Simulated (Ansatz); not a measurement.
# How much does Al in Cu(100), 2x2 scatter?, part 3 of 3

Aim: the resistance that Al in Cu(100), 2x2 adds to the host.

Ansatz 0.2.0; Ansatz plane-wave DFT, PBE, PAW files; ballistic transport by layer matching (Landauer), zero bias; PAW set soft_1 (the session's first sound run).

So far, resistivity per at.% scaled from this dense plane, with the factor 3/4 for isotropic scattering (µΩ cm): step 3 (resistance at ideal sites) 2.01.

**5. Transmission after relaxation, relaxed yes**

The transmission is solved again on the relaxed atoms.

This step: Ansatz plane-wave DFT, PBE, PAW files; ballistic transport by layer matching (Landauer), zero bias; PAW set soft_1 (Ansatz 0.2.0).

The input, input.yaml:

```yaml
crystal:
  lattice:
    - [5.1123254594, 0.0, 0.0]
    - [0.0, 5.1123254594, 0.0]
    - [0.0, 0.0, 25.30472]
  atoms:
    - { symbol: Cu, position: [0.0, 0.0, 0.0357142857] }
    - { symbol: Cu, position: [0.0, 0.5, 0.0357142857] }
    - { symbol: Cu, position: [0.5, 0.0, 0.0357142857] }
    - { symbol: Cu, position: [0.5, 0.5, 0.0357142857] }
    - { symbol: Cu, position: [0.25, 0.25, 0.1071428571] }
    - { symbol: Cu, position: [0.25, 0.75, 0.1071428571] }
    - { symbol: Cu, position: [0.75, 0.25, 0.1071428571] }
    - { symbol: Cu, position: [0.75, 0.75, 0.1071428571] }
    - { symbol: Cu, position: [0.0, 0.0, 0.1785714286] }
    - { symbol: Cu, position: [0.0, 0.5, 0.1785714286] }
    - { symbol: Cu, position: [0.5, 0.0, 0.1785714286] }
    - { symbol: Cu, position: [0.5, 0.5, 0.1785714286] }
    - { symbol: Cu, position: [0.25, 0.25, 0.25] }
    - { symbol: Cu, position: [0.25, 0.75, 0.25] }
    - { symbol: Cu, position: [0.75, 0.25, 0.25] }
    - { symbol: Cu, position: [0.75, 0.75, 0.25] }
    - { symbol: Cu, position: [1.55752e-05, 1.55752e-05, 0.3210044582] }
    - { symbol: Cu, position: [1.55752e-05, 0.4999844248, 0.3210044582] }
    - { symbol: Cu, position: [0.4999844248, 1.55752e-05, 0.3210044582] }
    - { symbol: Cu, position: [0.4999844248, 0.4999844248, 0.3210044582] }
    - { symbol: Cu, position: [0.25, 0.25, 0.3917807593] }
    - { symbol: Cu, position: [0.25, 0.75, 0.392161061] }
    - { symbol: Cu, position: [0.75, 0.25, 0.392161061] }
    - { symbol: Cu, position: [0.75, 0.75, 0.3918488398] }
    - { symbol: Cu, position: [-0.0003129735, -0.0003129735, 0.4632921914] }
    - { symbol: Cu, position: [-0.0003129735, 0.5003129735, 0.4632921914] }
    - { symbol: Cu, position: [0.5003129735, -0.0003129735, 0.4632921914] }
    - { symbol: Cu, position: [0.5003129735, 0.5003129735, 0.4632921914] }
    - { symbol: Al, position: [0.25, 0.25, 0.5355081507] }
    - { symbol: Cu, position: [0.25, 0.75, 0.535508515] }
    - { symbol: Cu, position: [0.75, 0.25, 0.535508515] }
    - { symbol: Cu, position: [0.75, 0.75, 0.5355092025] }
    - { symbol: Cu, position: [-0.0003100527, -0.0003100527, 0.6077251052] }
    - { symbol: Cu, position: [-0.0003100527, 0.5003100527, 0.6077251052] }
    - { symbol: Cu, position: [0.5003100527, -0.0003100527, 0.6077251052] }
    - { symbol: Cu, position: [0.5003100527, 0.5003100527, 0.6077251052] }
    - { symbol: Cu, position: [0.25, 0.25, 0.6792438631] }
    - { symbol: Cu, position: [0.25, 0.75, 0.6788602637] }
    - { symbol: Cu, position: [0.75, 0.25, 0.6788602637] }
    - { symbol: Cu, position: [0.75, 0.75, 0.679169394] }
    - { symbol: Cu, position: [0.0, 0.0, 0.75] }
    - { symbol: Cu, position: [0.0, 0.5, 0.75] }
    - { symbol: Cu, position: [0.5, 0.0, 0.75] }
    - { symbol: Cu, position: [0.5, 0.5, 0.75] }
    - { symbol: Cu, position: [0.25, 0.25, 0.8214285714] }
    - { symbol: Cu, position: [0.25, 0.75, 0.8214285714] }
    - { symbol: Cu, position: [0.75, 0.25, 0.8214285714] }
    - { symbol: Cu, position: [0.75, 0.75, 0.8214285714] }
    - { symbol: Cu, position: [0.0, 0.0, 0.8928571429] }
    - { symbol: Cu, position: [0.0, 0.5, 0.8928571429] }
    - { symbol: Cu, position: [0.5, 0.0, 0.8928571429] }
    - { symbol: Cu, position: [0.5, 0.5, 0.8928571429] }
    - { symbol: Cu, position: [0.25, 0.25, 0.9642857143] }
    - { symbol: Cu, position: [0.25, 0.75, 0.9642857143] }
    - { symbol: Cu, position: [0.75, 0.25, 0.9642857143] }
    - { symbol: Cu, position: [0.75, 0.75, 0.9642857143] }
kpoints:
  mp_grid: { grid: [4, 4, 1] }
hamiltonian:
  xc: pbe
  pseudopotentials: { kind: paw, azcp: { folder: soft_1 } }
scf:
  occupations: { method: fermi_dirac, width: 0.1 }
output:
  transmission: { leads: [[0, 4]], kmesh: [8, 8], e_range: [-0.05, 0.05], de: 0.05 }
  write_potential: true
  write_density: true
  volumetric_format: npy
```

Started as:

```
$ ansatz run input.yaml --threads 4 --pin off --max-ram 15360MiB --backend cpu --events-out ev --progress --plain --runs-dir out
```

Numbers of over 12 decimals in the logs are rounded to 6 here.

Output:

```text
[...]
Crystal: 56 atoms, lattice volume = 661.361 Å³
Basis set: ecut = 420 eV, 12885 PW (Γ)
Bands: 629, of which v1, the nominal top of the filled ones, is band 524 counted from 1 (523 counted from 0)
Symmetry: 8 space group operations
[...]
k-points: 6 of 16
[...]
SCF iter   1: F=—  HF=-364979.232416 eV  |F-HF|=—  |Δ(HF+E_count)|=         —  Δρ=2.80e-1  dr2=6.81e2  ethr=3.10e-3  ⟨swp⟩=4.5  Hψ=11522  notcnv=0  defer=8
[...]
SCF iter  16: F=-364923.147531 eV  HF=-364923.147531 eV  |F-HF|=6.19e-8  |Δ(HF+E_count)|=   1.25e-8  Δρ=2.60e-6  dr2=5.85e-8  ethr=9.54e-12  ⟨swp⟩=6.0  Hψ=14202  notcnv=0
SCF 1 converged in 16 iterations: F = -364923.147531 eV  dr2 = 5.85e-8
[...]
transmission: 62 of 585 steps passed
transmission: 120 of 585 steps passed
[...]
transmission: 585 of 585 steps passed
SCF converged after 16 iterations
Free energy (F): -364923.147531 eV
[...]
Internal energy: -364922.368909 eV  (E = F + TS)
E sigma→0 (E₀):  -364922.758220 eV
Entropy (-TS):   -0.778622 eV (-13.904 meV/atom)
Fermi energy:    16.320544 eV
[...]
--- Band table (eV; the first three rows and the last of 6) ---
  k-point 0: bands = [... 520 lower, 15.7702, 15.7863, 15.8625, 15.8716, 15.8869, 15.8869, 15.9412, 15.9442, ... 101 higher]
  k-point 1: bands = [... 520 lower, 16.1397, 16.1914, 16.1989, 16.2465, 16.2627, 16.3772, 16.3773, 16.4513, ... 101 higher]
  k-point 2: bands = [... 520 lower, 16.6037, 16.6229, 16.6428, 16.6513, 16.7147, 16.7197, 16.7324, 16.7402, ... 101 higher]
  k-point 5: bands = [... 520 lower, 15.5031, 15.5031, 15.5270, 16.3866, 16.4160, 16.4160, 16.4215, 16.4582, ... 101 higher]
--- Transmission ---
  basis      : 225 plane waves across, 39 finite elements along
  points     : 15, standing for a mesh of 8 x 8
[...]
channels       : 3.703125e0 a spin
[...]
junction   : crystal 0 to crystal 0, 1.11 to 24.61 Å
    transmission   : 3.290729e0 a spin
[...]
```

The job ended after 5.6 min (4 threads of Arm Neoverse V1, shared host; peak memory 6.6 GiB).

This step gave:

```
free energy                                    : -364923.1475 eV
energy at zero smearing                        : -364922.7582 eV
transmission per spin nearest the Fermi level  : 3.291
open channels per spin nearest the Fermi level : 3.703
step of the lead's potential                   : 0.7 meV
```

Per spin. The transmission, zone mean by energy, zero at the Fermi level:

| energy (eV) | transmission, zone mean |
| --- | --- |
| -0.0500 | 3.27 |
| 0.0000 | 3.29 |
| 0.0500 | 3.29 |

Transmission over k1 and k2. At 0.0000 eV from the Fermi level.

Values, 8 rows by 8 columns:
```
3.89 3.91 3.92 3.84 2.43 3.84 3.92 3.91
3.91 3.92 3.93 3.67 2.21 3.67 3.93 3.92
3.85 3.84 3.67 2.08 1.41 2.08 3.67 3.84
1.96 2.43 2.21 1.41 0.96 1.41 2.21 2.43
3.85 3.84 3.67 2.08 1.41 2.08 3.67 3.84
3.91 3.92 3.93 3.67 2.21 3.67 3.93 3.92
3.89 3.91 3.92 3.84 2.43 3.84 3.92 3.91
3.88 3.89 3.91 3.85 1.96 3.85 3.91 3.89
```
Columns: k1 (b1) from -0.5 to 0.375; rows upwards: k2 (b2) from -0.5 to 0.375.

Over the solved energies the transmission per spin lies between 3.27 and 3.29, out of 3.70 channels of the lead on average (up to 3.70).

**6. Resistance after relaxation**

This step: Ansatz plane-wave DFT, PBE, PAW files; ballistic transport by layer matching (Landauer), zero bias; area resistance of the defect plane and resistivity an atomic per cent; PAW set soft_1 (Ansatz 0.2.0).

This step gave:

```yaml
area_resistance: 0.1166 fΩ m²
t_over_the_leads_mean_channel_count: 0.8865
resistivity_per_at_scaled_from_this_dense_plane_with_the_factor_3_over_4_for_isotropic_scattering: 1.935 µΩ cm
```

Averaged over the energies near the Fermi level, 88.7 % of the channels pass, which makes 0.117 fΩ m², against 0.121 on ideal sites.

**7. Results**

```json
{
 "share of channels that pass, rigid": "0.885",
 "area resistance, rigid": "0.121 fΩ m²",
 "resistivity per at.% from the area resistance, times 3/4, rigid": "2.01 µΩ cm",
 "share of channels that pass, relaxed": "0.887",
 "area resistance, relaxed": "0.117 fΩ m²",
 "resistivity per at.% from the area resistance, times 3/4, relaxed": "1.93 µΩ cm"
}
```

**Reading.** The plane of defects adds 0.12 fΩ m². Scaled to one atomic per cent that is 2.6 µΩ cm as it stands and 1.9 with the factor 3/4 for isotropic scattering on a spherical Fermi surface. These are rough estimates of the dilute value, not bounds. One Al in each 2x2 cell reflects 11 % of the lead's channels. The relaxed cell differs by -3.5 % in resistance; between the two runs the lead's own channel count goes from 3.62 to 3.70, so sampling may have a part in it. The defects form a dense periodic sheet that scatters coherently, unlike a dilute random alloy. T and N are means over the solved energies nearest the Fermi level.

[Logs are printed without paths, hosts, clocks, repeated set-up lines and the standing remarks that a program may print on its own settings, such as how far it seeks lower states.]

[Hosts, paths, dates, database ids (printed as entryN), source tags and the programs' standing remarks are cut or masked in the printed files.]
